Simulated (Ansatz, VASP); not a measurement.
**SiGe5 in VASP and in Ansatz**

Contents of INCAR:

```
  PREC = Accurate
  ENCUT = 520
  EDIFF = 1E-7
  ISMEAR = 0
  SIGMA = 0.1
  LREAL = F
  LASPH = T
  NELM = 60
  ALGO = Normal
  ISIF = 2
  LWAVE = F
  LCHARG = T
  GGA = PE
  LELF = T
  LVHAR = T
  NBANDS = 46
```

File KPOINTS:

```
regular mesh
0
Gamma
  8 8 8
```

POSCAR

```
SiGe5
1.0
    0.0000000000      3.9002723792      3.9002723792
    3.9002723792      0.0000000000      3.9002723792
    3.9002723792      3.9002723792      0.0000000000
Si Ge
1 5
Direct
    0.0000000000      0.0000000000      0.0000000000
    0.2500000000      0.2500000000      0.2500000000
    0.6251973528      0.6251973528      0.6251973528
    0.1244079417      0.6251973528      0.6251973528
    0.6251973528      0.1244079417      0.6251973528
    0.6251973528      0.6251973528      0.1244079417
```

Input for Ansatz:

```yaml
crystal:
  lattice:
    - [0.0, 3.9002723792, 3.9002723792]
    - [3.9002723792, 0.0, 3.9002723792]
    - [3.9002723792, 3.9002723792, 0.0]
  atoms:
    - { symbol: Si, position: [0.0, 0.0, 0.0] }
    - { symbol: Ge, position: [0.25, 0.25, 0.25] }
    - { symbol: Ge, position: [0.6251973528, 0.6251973528, 0.6251973528] }
    - { symbol: Ge, position: [0.1244079417, 0.6251973528, 0.6251973528] }
    - { symbol: Ge, position: [0.6251973528, 0.1244079417, 0.6251973528] }
    - { symbol: Ge, position: [0.6251973528, 0.6251973528, 0.1244079417] }
basis:
  ecutwfc: 420
kpoints:
  mp_grid: { grid: [8, 8, 8] }
  band_path:
    path:
      - [[0.0, 0.0, 0.0], [-0.5, -0.5, 0.0], [-0.375, -0.375, 0.25]]
      - [[-0.375, 0.0, 0.375], [0.0, 0.0, 0.0], [0.0, 0.0, 0.5], [-0.5, -0.25, 0.25], [-0.5, -0.5, 0.0]]
    npoints: 14
hamiltonian:
  xc: pbe
scf:
  occupations: { method: gaussian, width: 0.1 }
  n_extra_bands: 15
output:
  forces: true
  stress: true
  eigenvalues: true
  populations: true
  dos: { projected: true, de: 0.02, nscf_kmesh: { grid: [10, 10, 10] } }
  bader: true
  write_density: true
  write_potential: true
  elf: true
  volumetric_format: npy
```

The cell was built by a generator and needn't be a form met in nature.

Alike in both runs: task single point; functional PBE; k mesh 8 × 8 × 8; occupations gaussian, width 0.1 eV; no spin polarisation.

|  | VASP | Ansatz |
| --- | --- | --- |
| version | VASP 6.6.1 | Ansatz 0.2.0 |
| potentials or method | VASP PAW PBE potentials, release 64 (Si, Ge_d) | scalar-relativistic, plane waves, PAW |
| plane-wave cutoff (eV) | 520 | 420 |
| valence electrons in the cell | 74 | 74 |

|  | VASP | Ansatz | Ansatz less VASP |
| --- | --- | --- | --- |
| gap on the k mesh at the Fermi level (eV) | none | none | - |
| pressure (GPa) | 0.0 | 0.0 | -0.02 |

A gap of «none» marks a metal or a gap that the smearing closes.
